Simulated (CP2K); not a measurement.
**CuO in CP2K: the effect of Hubbard term**

Crystal: CuO.

```
Cu O
1.0
     2.93287    0.00000    0.00000
    -0.22975    2.92386    0.00000
     0.00000    0.00000    5.15593
Cu O
2 2
Direct
  0.50000 0.00000 0.00000
  0.00000 0.50000 0.50000
  0.50000 0.50000 0.25000
  0.50000 0.50000 0.75000
```

Measurements of this composition are mostly on another form, of space group No. 15.

Alike in all runs:

| Property | Result |
| --- | --- |
| Program | CP2K 2026.2 |
| Task | single point |
| Functional | PBE |
| Potentials or basis | GTH_POTENTIALS Cu GTH-PBE-q11, O GTH-PBE-q6; DZVP-MOLOPT-SR-GTH basis |
| Density cutoff | 8163 eV |
| k mesh | 7 × 7 × 4 |
| Occupations | fermi-dirac, width 0.05 eV |
| Spin | no spin polarisation |
| SCF solver | diagonalisation with k points |
| Quickstep method | GPW |
| EPS_DEFAULT | 1.0E-9 |
| EPS_SCF | 1.0E-6 |
| MAX_SCF | 100 |
| SCF_GUESS | ATOMIC |
| k points reduced by the point group | yes |
| Mesh centred on Gamma | yes |

```csv
Hubbard term,largest force (eV/Å)
none,0.08
Cu d U = 2.0 eV,0.08
Cu d U = 4.0 eV,?
```

Q: What does the run with Hubbard term Cu d U = 4.0 eV give?

A: Largest force 0.07 eV/Å.

Caveats: the run has no spin polarisation, though such a crystal can be magnetic; the U term came out negative, which shows unphysical Mulliken occupations (some runs); this program's U acts on Mulliken populations of all basis functions of the shell, so it isn't the U of plane-wave codes (some runs); energies scatter by some meV and the pressure isn't listed (some runs); U without spin polarisation on a metal has little footing (some runs).
